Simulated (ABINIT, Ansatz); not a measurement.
**A GW run on RbCl (Fm-3m) in ABINIT, with inputs changed**

What do changed inputs do to GW on RbCl (Fm-3m)?

Calculated with ABINIT 10.8.3; PBE and many-body steps on it, plane waves.

## (1) The structure

It takes space group Fm-3m (No. 225, cubic). The conventional cell has a = 6.579 Å, b = 6.579 Å, c = 6.579 Å, α = 90.00°, β = 90.00°, γ = 90.00°. Nearest to Rb lie 6 Cl at 3.29 Å. Nearest to Cl lie 6 Rb at 3.29 Å. Farther neighbours and most contacts between anions are not listed.

Structure file:

```cif
data_structure
_symmetry_space_group_name_H-M 'Fm-3m'
_symmetry_Int_Tables_number 225
_cell_length_a 6.5790
_cell_length_b 6.5790
_cell_length_c 6.5790
_cell_angle_alpha 90.000
_cell_angle_beta 90.000
_cell_angle_gamma 90.000
_cell_volume 284.76
loop_
_atom_site_label
_atom_site_type_symbol
_atom_site_symmetry_multiplicity
_atom_site_Wyckoff_symbol
_atom_site_fract_x
_atom_site_fract_y
_atom_site_fract_z
_atom_site_occupancy
Rb1 Rb 4 a 0.00000 0.00000 0.00000 1
Cl1 Cl 4 b 0.50000 0.00000 0.00000 1
```

The cell and positions come from the Crystallography Open Database and are kept as given unless a step says otherwise.

## (2) Screening, 4×4×4 mesh, 535 bands, screening to 283 eV

This step: ABINIT 10.8.3; RPA screening on PBE, plane waves, norm-conserving pseudopotentials.

The RPA dielectric matrix is built and inverted for each q.

The input, run.abi:

```
acell 3*1.0 Angstrom
rprim 
  0.000000000000 3.289500000000 3.289500000000
  3.289500000000 0.000000000000 3.289500000000
  3.289500000000 3.289500000000 -0.000000000000
ntypat 2
znucl 37 17
natom 2
typat 1 2
xred 
  0.000000000000 0.000000000000 0.000000000000
  0.500000000000 0.500000000000 0.500000000000
pp_dirpath "pseudos"
pseudos "Rb.upf, Cl.upf"
ecut 25
ngkpt 4 4 4
nshiftk 1
shiftk 0 0 0
kptopt 1
chksymbreak 0
istwfk *1
occopt 1
irdwfk 1
optdriver 3
nband 535
ecuteps 10.4
inclvkb 2
awtr 1
symchi 1
indata_prefix "in"
outdata_prefix "out"
tmpdata_prefix "tmp"
```

Run with:

```sh
$ OMP_NUM_THREADS=1 mpirun -n 4 abinit run.abi > log
```

Log:

```text
.Version 10.8.3 of ABINIT. v10.8.2 released Aug 2026.

 Symmetries : space group Fm -3 m (#225); Bravais cF (face-center cubic)
[... echo of the input left out ...]
== DATASET  1 ==================================================================
-   mpi_nproc: 4, omp_nthreads: 1 (-1 if OMP is not activated)

--- !DatasetInfo
iteration_state: {dtset: 1, }
dimensions: {natom: 2, nkpt: 8, mband: 535, nsppol: 1, nspinor: 1, nspden: 1, mpw: 2884, }
cutoff_energies: {ecut:  25.0, pawecutdg:  -1.0, }
electrons: {nelect:   1.60000000E+01, charge:   0.00000000E+00, occopt:   1.00000000E+00, tsmear:   1.00000000E-02, }

 SCREENING: Calculation of the susceptibility and dielectric matrices

 Based on a program developped by R.W. Godby, V. Olevano, G. Onida, and L. Reining.
 Incorporated in ABINIT by V. Olevano, G.-M. Rignanese, and M. Torrent.
.Using double precision arithmetic ; gwpc =  8

[... cell and pseudopotentials left out ...]
--------------------------------------------------------------------------------

 ==== K-mesh for the wavefunctions ====
 Number of points in the irreducible wedge :     8
[... list of points left out ...]
 Together with 48 symmetry operations and time-reversal symmetry
 yields    64 points in the full Brillouin Zone.

 ==== Q-mesh for the screening function ====
 Number of points in the irreducible wedge :     8
[... list of points left out ...]
 Together with 48 symmetry operations and time-reversal symmetry
 yields    64 points in the full Brillouin Zone.

 setmesh: FFT mesh size selected  =    36x   36x   36
          total number of points  =        46656

 vcoul_init : cutoff-mode = AUXILIARY_FUNCTION
 q-points for optical limit:   1
     1)      0.000010    0.000020    0.000030

- screening: taking advantage of time-reversal symmetry
- Maximum band index for partially occupied states nbvw = 8
- Remaining bands to be divided among processors   nbcw = 527
- Number of bands treated by each node ~131

 Number of electrons calculated from density =   16.0000; Expected =   16.0000
 average of density, n =  0.033305
 r_s =    1.9281
 omega_plasma =   17.6038 [eV]

 calculating chi0 at frequencies [eV] :
  1    0.000000E+00    0.000000E+00
  2    0.000000E+00    1.760384E+01

--------------------------------------------------------------------------------
  q-point number  1        q = ( 0.000000, 0.000000, 0.000000) [r.l.u.]
--------------------------------------------------------------------------------
[... chi0 elements left out ...]
 For q-point:  0.000010 0.000020 0.000030
  dielectric constant =   2.1892
  dielectric constant without local fields =   2.6010

  Average fulfillment of the sum rule on Im[epsilon] for q-point    1 :     94.98  [%]
[... wings left out ...]
  q-point number  2        q = ( 0.250000, 0.000000, 0.000000) [r.l.u.]
--------------------------------------------------------------------------------
[... chi0 elements left out ...]
  Average fulfillment of the sum rule on Im[epsilon] for q-point    2 :     95.81  [%]

 [... 6 further q-points ...]
```

The job ended after 4.9 min (4 MPI ranks of Intel Xeon Platinum 8488C (Sapphire Rapids), shared host; peak memory 4 GiB).

Numbers from this step:

```
ε∞ with local fields, on this mesh, along the program's q direction : 2.189
the same without local fields                                       : 2.601
plasma frequency                                                    : 17.60 eV
plane waves in the screening matrix                                 : 749
```

Local fields lower ε∞ by 16 %.

## (3) Base

The self-energy is evaluated for the states that the input lists, and the levels follow from it, in one-shot runs by the linearised quasiparticle equation.

This step: G0W0 on PBE, plane waves, norm-conserving pseudopotentials.

Edit run.abi of step 2 so:

```diff
@@ -23,8 +23,15 @@
 irdwfk 1
-optdriver 3
+optdriver 4
 nband 535
+gwcalctyp 0
+ecutsigx 25
+symsigma 1
+nkptgw 1
+kptgw 
+  0.0000000000 0.0000000000 0.0000000000
+bdgw 
+  6 12
 ecuteps 10.4
-inclvkb 2
-awtr 1
-symchi 1
+irdscr 1
+ppmodel 1
 indata_prefix "in"
```

Log:

```text
.Version 10.8.3 of ABINIT. v10.8.2 released Aug 2026.

 Symmetries : space group Fm -3 m (#225); Bravais cF (face-center cubic)
[... echo of the input left out ...]
== DATASET  1 ==================================================================
-   mpi_nproc: 4, omp_nthreads: 1 (-1 if OMP is not activated)

--- !DatasetInfo
iteration_state: {dtset: 1, }
dimensions: {natom: 2, nkpt: 8, mband: 535, nsppol: 1, nspinor: 1, nspden: 1, mpw: 2884, }
cutoff_energies: {ecut:  25.0, pawecutdg:  -1.0, }
electrons: {nelect:   1.60000000E+01, charge:   0.00000000E+00, occopt:   1.00000000E+00, tsmear:   1.00000000E-02, }

 SIGMA: Calculation of the GW corrections

 Based on a program developped by R.W. Godby, V. Olevano, G. Onida, and L. Reining.
 Incorporated in ABINIT by V. Olevano, G.-M. Rignanese, and M. Torrent.
.Using double precision arithmetic ; gwpc =  8

[... cell and pseudopotentials left out ...]
--------------------------------------------------------------------------------

 ==== K-mesh for the wavefunctions ====
 Number of points in the irreducible wedge :     8
[... list of points left out ...]
 Together with 48 symmetry operations and time-reversal symmetry
 yields    64 points in the full Brillouin Zone.

 ==== Q-mesh for screening function ====
 Number of points in the irreducible wedge :     8
[... list of points left out ...]
 Together with 48 symmetry operations and time-reversal symmetry
 yields    64 points in the full Brillouin Zone.

 vcoul_init : cutoff-mode = AUXILIARY_FUNCTION
 q-points for optical limit:   1
     1)      0.000010    0.000020    0.000030
 setmesh: FFT mesh size selected  =    40x   40x   40
          total number of points  =        64000

 Number of electrons calculated from density =   16.0000; Expected =   16.0000
 average of density, n =  0.033305
 r_s =    1.9281
 omega_plasma =   17.6038 [eV]

 === KS Band Gaps ===
  >>>> For spin  1
   Minimum direct gap =   5.0027 [eV], located at k-point      :   0.0000  0.0000  0.0000
   Fundamental gap    =   5.0027 [eV], Top of valence bands at :   0.0000  0.0000  0.0000
                                       Bottom of conduction at :   0.0000  0.0000  0.0000
 SIGMA fundamental parameters:
 PLASMON POLE MODEL  1
 number of plane-waves for SigmaX                 2837
 number of plane-waves for SigmaC and W            749
 number of plane-waves for wavefunctions          2837
 number of bands                                   535
 number of independent spin polarizations            1
 number of spinorial components                      1
 number of k-points in IBZ                           8
 number of q-points in IBZ                           8
 number of symmetry operations                      48
 number of k-points in BZ                           64
 number of q-points in BZ                           64
 number of frequencies for dSigma/dE                 9
 frequency step for dSigma/dE [eV]                0.25
 number of omega for Sigma on real axis              0
 max omega for Sigma on real axis  [eV]           0.00
 zcut for avoiding poles [eV]                     0.10

 EPSILON^-1 parameters (SCR file):
 dimension of the eps^-1 matrix on file            749
 dimension of the eps^-1 matrix used               749
 number of plane-waves for wavefunctions          2837
 number of bands                                   535
 number of q-points in IBZ                           8
 number of frequencies                               2
 number of real frequencies                          1
 number of imag frequencies                          1

 matrix elements of self-energy operator (all in [eV])

 Perturbative Calculation

--- !SelfEnergy_ee
iteration_state: {dtset: 1, }
kpoint     : [   0.000,    0.000,    0.000, ]
spin       : 1
KS_gap     :    5.003
QP_gap     :    7.926
Delta_QP_KS:    2.923
data: !SigmaeeData |
     Band     E0 <VxcDFT>   SigX SigC(E0)      Z dSigC/dE  Sig(E)    E-E0       E
        6  -1.409 -14.024 -18.548   1.620   0.804  -0.243 -16.360  -2.335  -3.745
        7  -1.409 -14.024 -18.548   1.620   0.804  -0.243 -16.360  -2.335  -3.745
        8  -1.409 -14.024 -18.548   1.620   0.804  -0.243 -16.360  -2.335  -3.745
        9   3.594  -6.590  -3.001  -2.917   0.874  -0.144  -6.003   0.588   4.181
       10   6.578  -7.734  -3.429  -2.967   0.871  -0.148  -6.569   1.165   7.743
       11   6.578  -7.734  -3.429  -2.967   0.871  -0.148  -6.569   1.165   7.743
       12   6.578  -7.734  -3.429  -2.967   0.871  -0.148  -6.569   1.165   7.743

== END DATASET(S) ==============================================================
================================================================================

 -outvars: echo values of variables after computation  --------
           etotal      0.0000000000E+00
            nband         535
             nkpt           8
          spgroup         225
 [... the other variables as echoed above ...]

 Calculation completed.
```

Run time: 2.7 min. Hardware: 4 MPI ranks; peak memory 4.7 GiB; 11 min of CPU time.

Numbers from this step:

- G0W0 gap on the points computed: 7.926 eV
- starting gap on the mesh: 5.003 eV
- k of the valence top: 0, 0, 0
- k of the conduction bottom: 0, 0, 0
- Z at the valence top: 0.804
- Z at the conduction bottom: 0.874
- least direct G0W0 gap on the computed points: 7.926 eV

The gap on the mesh goes from 5.00 eV to 7.93 eV, a correction of +2.92 eV.

## (4) Broadening of the poles

Edit run.abi of step 3 so:

```diff
@@ -36,2 +36,3 @@
 ppmodel 1
+zcut 0.01 eV
 indata_prefix "in"
```

Log:

```text
.Version 10.8.3 of ABINIT. v10.8.2 released Aug 2026.

 Symmetries : space group Fm -3 m (#225); Bravais cF (face-center cubic)
[... echo of the input left out ...]
== DATASET  1 ==================================================================
-   mpi_nproc: 4, omp_nthreads: 1 (-1 if OMP is not activated)

--- !DatasetInfo
iteration_state: {dtset: 1, }
dimensions: {natom: 2, nkpt: 8, mband: 535, nsppol: 1, nspinor: 1, nspden: 1, mpw: 2884, }
cutoff_energies: {ecut:  25.0, pawecutdg:  -1.0, }
electrons: {nelect:   1.60000000E+01, charge:   0.00000000E+00, occopt:   1.00000000E+00, tsmear:   1.00000000E-02, }

 SIGMA: Calculation of the GW corrections

 Based on a program developped by R.W. Godby, V. Olevano, G. Onida, and L. Reining.
 Incorporated in ABINIT by V. Olevano, G.-M. Rignanese, and M. Torrent.
.Using double precision arithmetic ; gwpc =  8

[... cell and pseudopotentials left out ...]
--------------------------------------------------------------------------------

 ==== K-mesh for the wavefunctions ====
 Number of points in the irreducible wedge :     8
[... list of points left out ...]
 Together with 48 symmetry operations and time-reversal symmetry
 yields    64 points in the full Brillouin Zone.

 ==== Q-mesh for screening function ====
 Number of points in the irreducible wedge :     8
[... list of points left out ...]
 Together with 48 symmetry operations and time-reversal symmetry
 yields    64 points in the full Brillouin Zone.

 vcoul_init : cutoff-mode = AUXILIARY_FUNCTION
 q-points for optical limit:   1
     1)      0.000010    0.000020    0.000030
 setmesh: FFT mesh size selected  =    40x   40x   40
          total number of points  =        64000

 Number of electrons calculated from density =   16.0000; Expected =   16.0000
[...]
number of q-points in BZ                           64
 number of frequencies for dSigma/dE                 9
 frequency step for dSigma/dE [eV]                0.25
 number of omega for Sigma on real axis              0
 max omega for Sigma on real axis  [eV]           0.00
 zcut for avoiding poles [eV]                     0.01

 EPSILON^-1 parameters (SCR file):
 dimension of the eps^-1 matrix on file            749
 dimension of the eps^-1 matrix used               749
 number of plane-waves for wavefunctions          2837
 number of bands                                   535
 number of q-points in IBZ                           8
 number of frequencies                               2
 number of real frequencies                          1
 number of imag frequencies                          1

 matrix elements of self-energy operator (all in [eV])

 Perturbative Calculation

--- !SelfEnergy_ee
iteration_state: {dtset: 1, }
kpoint     : [   0.000,    0.000,    0.000, ]
spin       : 1
KS_gap     :    5.003
QP_gap     :    7.926
Delta_QP_KS:    2.923
data: !SigmaeeData |
     Band     E0 <VxcDFT>   SigX SigC(E0)      Z dSigC/dE  Sig(E)    E-E0       E
        6  -1.409 -14.024 -18.548   1.620   0.804  -0.243 -16.360  -2.335  -3.744
        7  -1.409 -14.024 -18.548   1.620   0.804  -0.243 -16.360  -2.335  -3.744
        8  -1.409 -14.024 -18.548   1.620   0.804  -0.243 -16.360  -2.335  -3.744
        9   3.594  -6.590  -3.001  -2.917   0.874  -0.144  -6.003   0.588   4.181
       10   6.578  -7.734  -3.429  -2.968   0.871  -0.148  -6.569   1.165   7.743
       11   6.578  -7.734  -3.429  -2.968   0.871  -0.148  -6.569   1.165   7.743
       12   6.578  -7.734  -3.429  -2.968   0.871  -0.148  -6.569   1.165   7.743

== END DATASET(S) ==============================================================
================================================================================

 -outvars: echo values of variables after computation  --------
           etotal      0.0000000000E+00
            nband         535
             nkpt           8
          spgroup         225
 [... the other variables as echoed above ...]

 Calculation completed.
```

It took 2.7 min on 4 MPI ranks; peak memory 4.7 GiB; 11 min of CPU time.

This step gave:

* G0W0 gap on the points computed: 7.925 eV
* starting gap on the mesh: 5.003 eV
* k of the valence top: 0, 0, 0
* k of the conduction bottom: 0, 0, 0
* Z at the valence top: 0.804
* Z at the conduction bottom: 0.874
* least direct G0W0 gap on the computed points: 7.925 eV

Against G0W0 in ABINIT (4×4×4 mesh, 535 bands, screening to 283 eV, Godby-Needs plasmon pole), the gap moves by −0.001 eV.

## (5) Exchange cutoff of one hartree

Edit run.abi of step 4 so:

```diff
@@ -26,3 +26,3 @@
 gwcalctyp 0
-ecutsigx 25
+ecutsigx 1
 symsigma 1
@@ -36,3 +36,2 @@
 ppmodel 1
-zcut 0.01 eV
 indata_prefix "in"
```

Log:

```text
.Version 10.8.3 of ABINIT. v10.8.2 released Aug 2026.

 Symmetries : space group Fm -3 m (#225); Bravais cF (face-center cubic)
[... echo of the input left out ...]
== DATASET  1 ==================================================================
-   mpi_nproc: 4, omp_nthreads: 1 (-1 if OMP is not activated)

--- !DatasetInfo
iteration_state: {dtset: 1, }
dimensions: {natom: 2, nkpt: 8, mband: 535, nsppol: 1, nspinor: 1, nspden: 1, mpw: 2884, }
cutoff_energies: {ecut:  25.0, pawecutdg:  -1.0, }
electrons: {nelect:   1.60000000E+01, charge:   0.00000000E+00, occopt:   1.00000000E+00, tsmear:   1.00000000E-02, }

 SIGMA: Calculation of the GW corrections

 Based on a program developped by R.W. Godby, V. Olevano, G. Onida, and L. Reining.
 Incorporated in ABINIT by V. Olevano, G.-M. Rignanese, and M. Torrent.
.Using double precision arithmetic ; gwpc =  8

[... cell and pseudopotentials left out ...]
--------------------------------------------------------------------------------

 ==== K-mesh for the wavefunctions ====
 Number of points in the irreducible wedge :     8
[... list of points left out ...]
 Together with 48 symmetry operations and time-reversal symmetry
 yields    64 points in the full Brillouin Zone.

 ==== Q-mesh for screening function ====
 Number of points in the irreducible wedge :     8
[... list of points left out ...]
 Together with 48 symmetry operations and time-reversal symmetry
 yields    64 points in the full Brillouin Zone.

 vcoul_init : cutoff-mode = AUXILIARY_FUNCTION
 q-points for optical limit:   1
     1)      0.000010    0.000020    0.000030
 setmesh: FFT mesh size selected  =    24x   24x   24
          total number of points  =        13824

 Number of electrons calculated from density =   16.0000; Expected =   16.0000
[...]
number of q-points in BZ                           64
 number of frequencies for dSigma/dE                 9
 frequency step for dSigma/dE [eV]                0.25
 number of omega for Sigma on real axis              0
 max omega for Sigma on real axis  [eV]           0.00
 zcut for avoiding poles [eV]                     0.10

 EPSILON^-1 parameters (SCR file):
 dimension of the eps^-1 matrix on file            749
 dimension of the eps^-1 matrix used                15
 number of plane-waves for wavefunctions          2837
 number of bands                                   535
 number of q-points in IBZ                           8
 number of frequencies                               2
 number of real frequencies                          1
 number of imag frequencies                          1

 matrix elements of self-energy operator (all in [eV])

 Perturbative Calculation

--- !SelfEnergy_ee
iteration_state: {dtset: 1, }
kpoint     : [   0.000,    0.000,    0.000, ]
spin       : 1
KS_gap     :    5.003
QP_gap     :    5.086
Delta_QP_KS:    0.083
data: !SigmaeeData |
     Band     E0 <VxcDFT>   SigX SigC(E0)      Z dSigC/dE  Sig(E)    E-E0       E
        6  -1.409 -14.024 -14.038   2.241   0.852  -0.173 -12.126   1.899   0.489
        7  -1.409 -14.024 -14.038   2.241   0.852  -0.173 -12.126   1.899   0.489
        8  -1.409 -14.024 -14.038   2.241   0.852  -0.173 -12.126   1.899   0.489
        9   3.594  -6.590  -1.585  -2.757   0.882  -0.134  -4.609   1.981   5.575
       10   6.578  -7.734  -2.015  -2.699   0.879  -0.137  -5.077   2.657   9.235
       11   6.578  -7.734  -2.015  -2.699   0.879  -0.137  -5.077   2.657   9.235
       12   6.578  -7.734  -2.015  -2.699   0.879  -0.137  -5.077   2.657   9.235

== END DATASET(S) ==============================================================
================================================================================

 -outvars: echo values of variables after computation  --------
           etotal      0.0000000000E+00
            nband         535
             nkpt           8
          spgroup         225
 [... the other variables as echoed above ...]

 Calculation completed.
```

The job ended after 4.6 s (4 MPI ranks; peak memory 0.72 GiB; 18 s of CPU time).

The run ended normally, though the input holds a fault or crude settings.

The fault put into this input: exchange cutoff of one hartree. It printed a gap of 5.09 eV, an artefact of the input.

## (6) Side by side

Times are wall times on 4 MPI ranks of Intel Xeon Platinum 8488C (Sapphire Rapids), shared host, good to a factor of about two. A run's time includes the screening step that it read.

```tsv
run	mesh	bands	screening cutoff (eV)	DFT gap (eV)	gap on the mesh (eV)	direct (eV)	ε∞ used	time
base	4×4×4	535	283	5.003	7.926	7.926	2.19	7.7 min
broadening of the poles	4×4×4	535	283	5.003	7.925	7.925	2.19	7.6 min
```

## (7) Results

| Property | Result |
| --- | --- |
| base | 7.926 eV |
| broadening of the poles | 7.925 eV |
| known limits | not at the basis limit; no spin-orbit coupling |

In words: Broadening of the poles: no change against base (keys changed: zcut). Bands and cutoff are finite, so the gap is not at the basis limit. The miss can reach some tenths of an eV and take either sign; the mesh is an error of its own. In the G0W0 runs levels were corrected at 1 k point alone, so a gap called «on the mesh» is the least over those, and an edge elsewhere would be missed. The many-body steps are scalar-relativistic: spin-orbit coupling is not in them.

[Paths, hosts, dates, memory and timing lines, banners, echoed tables and standing remarks are left out of the program output.]

[Logs are printed without paths, hosts, clocks, repeated set-up lines and the standing remarks that a program may print on its own settings, such as how far it seeks lower states.]

[Runs of the session that timed out or met a known fault of the program may be left out.]

[Hosts, paths, dates, database ids (printed as entryN), source tags and the programs' standing remarks are cut or masked in the printed files.]

[G0W0 gaps are taken among the corrected bands and points alone; a level outside them can change the order at an edge.]

[Where Ansatz stands beside ABINIT at settings called matched, ABINIT's density can come from a denser mesh and the files from another edition; pairs whose starting gaps differed by over 0.03 eV were left out, so agreement reads better than it is.]
